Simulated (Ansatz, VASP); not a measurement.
**One calculation of As, two programs**

Contents of INCAR:

```
SYSTEM = As
PREC     = Accurate       ! precision mode
ENCUT    = 600            ! plane-wave cutoff, eV
EDIFF    = 1E-6           ! SCF threshold, eV
ISMEAR   = -1             ! smearing method
SIGMA    = 0.05           ! smearing width, eV
LREAL    = .False.        ! projectors in reciprocal space
LASPH    = .True.         ! aspherical terms in the spheres
NELM     = 80             ! most SCF steps
ALGO     = Normal         ! electronic algorithm
ISIF     = 3              ! what is computed and relaxed
LWAVE    = .False.        ! write WAVECAR
LCHARG   = .False.        ! write CHGCAR
GGA      = PE             ! functional
IVDW     = 12             ! dispersion correction
IBRION   = 2              ! ionic algorithm
NSW      = 60             ! ionic steps
EDIFFG   = -0.01          ! ionic threshold
```

The input KPOINTS:

```
Automatic mesh
0
Gamma
  10 10 10
  0 0 0
```

File POSCAR:

```
As
1.0
    2.7036817444      0.0000000000      0.0000000000
    0.0000000000      2.7036817444      0.0000000000
    0.0000000000      0.0000000000      2.7036817444
As
1
Direct
    0.5000000000      0.5000000000      0.5000000000
```

The input input.yaml:

```yaml
crystal:
  lattice:
    - [2.7036817444, 0.0, 0.0]
    - [0.0, 2.7036817444, 0.0]
    - [0.0, 0.0, 2.7036817444]
  atoms:
    - { symbol: As, position: [0.5, 0.5, 0.5] }
hamiltonian:
  xc: pbe
  pseudopotentials: { kind: paw }
  dispersion: d3bj
kpoints:
  mp_grid: { grid: [10, 10, 10] }
scf:
  occupations: { method: fermi_dirac, width: 0.05 }
output:
  forces: true
  stress: true
  eigenvalues: true
relax:
  f_tol: 0.01
  max_steps: 40
  cell: { stress_tol: 0.05 }
```

This isn't the form of As at room conditions, which is rhombohedral.

Alike in both runs: task relaxation of cell and atoms; functional PBE; dispersion D3(BJ); k mesh 10 × 10 × 10; occupations fermi-dirac, width 0.05 eV; no spin polarisation.

|  | VASP | Ansatz |
| --- | --- | --- |
| version | VASP 6.6.1 | Ansatz 0.2.0 |
| potentials or method | VASP PAW PBE potentials, release 64 (As) | Ansatz PAW |
| plane-wave cutoff (eV) | 600 | 420 |
| valence electrons in the cell | 5 | 15 |

```tsv
	VASP	Ansatz	Ansatz less VASP
gap on the k mesh at the Fermi level, each at its own relaxed structure (eV)	none	none	-
relaxed volume (Å³/atom)	19.45	19.41	-0.043
relaxed cell length with the largest relative difference (Å)	2.689	2.687	-0.0020
energy change over the relaxation (meV/atom)	-1	-2	-0.4
```

A gap of «none» marks a metal or a gap that the smearing closes. The two sets of potentials don't hold the same shells in valence.

Caveats: pairwise dispersion overbinds metals, which lowers pressure and volume; the plane-wave basis is chosen anew once the cell has moved, so the energies of steps on either side of that aren't comparable (Ansatz).
